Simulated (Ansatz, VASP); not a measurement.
## Two plane-wave programs on Cu

```
Cu
1.0
     2.51968    0.00000    0.00000
    -1.25984    2.18211    0.00000
     0.00000    0.00000   25.28657
Cu
6
Direct
  0.66667 0.33333 0.29660
  0.33333 0.66667 0.37796
  0.00000 0.00000 0.45932
  0.66667 0.33333 0.54068
  0.33333 0.66667 0.62204
  0.00000 0.00000 0.70340
```

Alike in both runs: task single point; functional PBEsol; k mesh 15 × 15 × 1; occupations gaussian, width 0.1 eV; no spin polarisation.

```csv
,VASP,Ansatz
version,VASP 6.6.1,Ansatz 0.2.0
potentials or method,"VASP PAW PBE potentials, release 64 (Cu)","scalar-relativistic, plane waves, PAW"
plane-wave cutoff (eV),520,420
valence electrons in the cell,66,114
```

Ansatz gave:

* gap on the k mesh at the Fermi level (eV): none
* rms of the force components (eV/Å): 0.034

Question: Estimate VASP's values.

Answer: gap on the k mesh at the Fermi level (eV): none; rms of the force components (eV/Å): 0.031.

Atom by atom the forces differ by 0.008 eV/Å (rms over components). A gap of «none» marks a metal or a gap that the smearing closes. The two sets of potentials don't hold the same shells in valence.

Caveats: the PAW data sets were made with another functional, which shifts forces and pressure a little (VASP).
